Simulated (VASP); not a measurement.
**NaCl in VASP: how settings move the PBE single point**

Aim: see what changed inputs do to the PBE single point of NaCl (CsCl type), under +3.3 % strain along z alone. This is a trial cell built on a prototype, not taken from a measured structure, and it needn't be the compound's ground state.

Program: VASP 6.6.1. PAW datasets, plane waves. No spin polarisation. The prototype was imposed, so other structures may be more stable.

## 1. The structure to begin with

The cell comes from an earlier relaxation with r2SCAN in another program, then strained, with the atoms relaxed again.

It is tetragonal, P4/mmm (No. 123); conventional cell a = 3.460 Å, c = 3.573 Å, 21.38 Å³ an atom. Near Na stand 8 Cl at 3.03 Å and 4 Na at 3.46 Å; near Cl stand 8 Na at 3.03 Å and 4 Cl at 3.46 Å.

Coordinates:

```xyz
2
Lattice="3.4595 0.0000 0.0000 0.0000 3.4595 0.0000 0.0000 0.0000 3.5734" Properties=species:S:1:pos:R:3 pbc="T T T"
Na    0.0000    0.0000    0.0000
Cl    1.7298    1.7298    1.7867
```

## 2. Reference

The input, INCAR:

```
ENCUT = 520.000000
SIGMA = 0.020000
EDIFF = 1.00e-07
GGA = PE
PREC = Accurate
IBRION = -1
ISIF = 2
ISMEAR = -1
NBANDS = 14
NELM = 120
NSW = 0
LASPH = .TRUE.
LCHARG = .FALSE.
LWAVE = .FALSE.
LREAL = .FALSE.
```

The input, KPOINTS:

```
KPOINTS created by Atomic Simulation Environment
0
Gamma
8 8 8
0 0 0
```

The input, POSCAR:

```
Na Cl
 1.0000000000000000
     3.4595458397000001    0.0000000000000000    0.0000000000000000
     0.0000000000000000    3.4595458397000001    0.0000000000000000
     0.0000000000000000    0.0000000000000000    3.5733648977999999
 Na  Cl
   1   1
Cartesian
  0.0000000000000000  0.0000000000000000  0.0000000000000000
  1.7297729198500000  1.7297729198500000  1.7866824488999997
```

A file KPOINTS_OPT adds named points for the levels; it doesn't enter the self-consistent loop.

Potentials: the recommended PBE PAW datasets, 14 valence electrons.

Run with:

```sh
$ mpirun -np 1 vasp_std
```

## 3. Variant 1

The input, INCAR:

```
ENCUT = 520.000000
EDIFF = 1.00e-07
GGA = PE
PREC = Accurate
IBRION = -1
ISIF = 2
NBANDS = 14
NELM = 120
NSW = 0
LASPH = .TRUE.
LCHARG = .FALSE.
LWAVE = .FALSE.
LREAL = .FALSE.
ISMEAR = 0
SIGMA = 0.3
```

KPOINTS is that of step 2.

POSCAR is that of step 2.

## 4. Variant 2

INCAR, as its differences from that of step 2:

```diff
@@ -2,3 +2,2 @@
 SIGMA = 0.020000
-EDIFF = 1.00e-07
 GGA = PE
@@ -15 +14,2 @@
 LREAL = .FALSE.
+EDIFF = 0.001
```

The input, KPOINTS:

```
KPOINTS created by Atomic Simulation Environment
0
Monkhorst-Pack
8 8 8
0 0 0
```

POSCAR is that of step 2.

## 5. Variant 3

INCAR, as its differences from that of step 2:

```diff
@@ -3,3 +3,2 @@
 EDIFF = 1.00e-07
-GGA = PE
 PREC = Accurate
@@ -15 +14,2 @@
 LREAL = .FALSE.
+METAGGA = MBJ
```

KPOINTS is that of step 2.

POSCAR is that of step 2.

## 6. Variant 4

The input, INCAR:

```
ENCUT = 520.000000
EDIFF = 1.00e-07
GGA = PE
PREC = Accurate
IBRION = -1
ISIF = 2
NBANDS = 14
NSW = 0
LASPH = .TRUE.
LCHARG = .FALSE.
LWAVE = .FALSE.
LREAL = .FALSE.
NELM = 78
ISMEAR = 1
SIGMA = 5.0
```

KPOINTS is that of step 2.

POSCAR is that of step 2.

**Question.** What will these runs give? Wanted: for each run, changed; ending; energy change; pressure; electronic steps; usable.

The runs gave:

| run | changed | ending | energy change (meV/atom) | pressure (GPa) | gap on the mesh (eV; negative: overlap) | electronic steps | time | usable |
| --- | --- | --- | --- | --- | --- | --- | --- | --- |
| ref. | – | converged | 0 | 0.2 | 3.91 | 14 | 45 s | yes |
| 1 | ISMEAR = 0, SIGMA = 0.3 | converged | 0.0 | 0.2 | 3.91 | 14 | 36 s | yes |
| 2 | EDIFF = 0.001, shifted mesh | converged | 0.0 | 0.5 | 4.39 | 9 | 12 s | no |
| 3 | METAGGA = MBJ | crashed | – | – | – | 49 | 2.8 min | no |
| 4 | ISMEAR = 1, SIGMA = 5 | converged | 277.0 | -1.5 | 3.91 | 14 | 34 s | no |

What this shows: Of 4 altered inputs, 1 gave no result, 2 ended normally on a faulty or unsound input, 1 gave usable results.
